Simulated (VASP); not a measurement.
**Al2O3: band structure with PBE**

Al2O3:

```xyz
5
Lattice="3.0175 0.0000 0.0000 -1.5087 2.6132 0.0000 0.0000 0.0000 7.5746" Properties=species:S:1:pos:R:3 pbc="T T T"
Al    0.0000    0.0000    5.4693
Al    0.0000    0.0000    2.1054
O     0.0000    0.0000    3.7873
O     1.5087    0.8711    6.0638
O     0.0000    1.7421    1.5108
```

Measurements of this composition are mostly on another form, of space group No. 167.

| Item | Value |
| --- | --- |
| Program | VASP 6.6.1 |
| Task | band structure |
| Functional | PBE |
| Potentials or basis | VASP PAW PBE potentials, release 64 (Al_GW, O_GW) |
| Cutoff | 900 eV |
| k mesh | 7 × 7 × 3 |
| Occupations | fermi-dirac, width 0.05 eV |
| Spin | no spin polarisation |
| Further INCAR settings | ALGO = Fast; EDIFF = 1e-06 |

The pressure is -0.9 GPa, the largest force is 0.130 eV/Å and the band gap on the k mesh is 2.30 eV, direct. The band gap along the path is 2.30 eV, direct.

Forces in eV/Å, atoms in the order of the input:
```
Al   0.000  0.000 -0.093
Al   0.000  0.000  0.093
O    0.000  0.000  0.000
O    0.000  0.000 -0.130
O    0.000  0.000  0.130
```

Stress tensor (GPa, compression positive):
```
-1.02  0.00  0.00
 0.00 -1.02  0.00
 0.00  0.00 -0.75
```

Levels at the corners of the path, in eV from the valence-band top:
| point | band 10 | band 11 | band 12 | band 13 | band 14 | band 15 |
| --- | --- | --- | --- | --- | --- | --- |
| Γ | -2.34 | 0.00 | 0.00 | 2.30 | 4.29 | 7.36 |
| M | -3.10 | -1.76 | -0.48 | 4.62 | 6.21 | 8.18 |
| M | -3.10 | -1.76 | -0.48 | 4.62 | 6.21 | 8.18 |
| K | -3.47 | -1.40 | -1.40 | 6.75 | 6.75 | 7.74 |
| K | -3.47 | -1.40 | -1.40 | 6.75 | 6.75 | 7.74 |
| Γ | -2.34 | 0.00 | 0.00 | 2.30 | 4.29 | 7.36 |
| Γ | -2.34 | 0.00 | 0.00 | 2.30 | 4.29 | 7.36 |
| A | -3.10 | 0.00 | 0.00 | 3.25 | 3.33 | 8.13 |
| A | -3.10 | 0.00 | 0.00 | 3.25 | 3.33 | 8.13 |
| L | -3.33 | -1.69 | -0.48 | 5.06 | 5.63 | 8.11 |
| L | -3.33 | -1.69 | -0.48 | 5.06 | 5.63 | 8.11 |
| H | -3.41 | -1.48 | -1.48 | 6.76 | 6.76 | 7.76 |
| H | -3.41 | -1.48 | -1.48 | 6.76 | 6.76 | 7.76 |
| A | -3.10 | 0.00 | 0.00 | 3.25 | 3.33 | 8.13 |
| L | -3.33 | -1.69 | -0.48 | 5.06 | 5.63 | 8.11 |
| M | -3.10 | -1.76 | -0.48 | 4.62 | 6.21 | 8.18 |
| K | -3.47 | -1.40 | -1.40 | 6.75 | 6.75 | 7.74 |
| H | -3.41 | -1.48 | -1.48 | 6.76 | 6.76 | 7.76 |

Run time: 5.3 min on 1 thread of Intel(R) Xeon(R) 6975P-C (Granite Rapids), on a shared host, peak memory 0.26 GiB.

A hybrid or GW would open this gap; PBE tends to underestimate it.
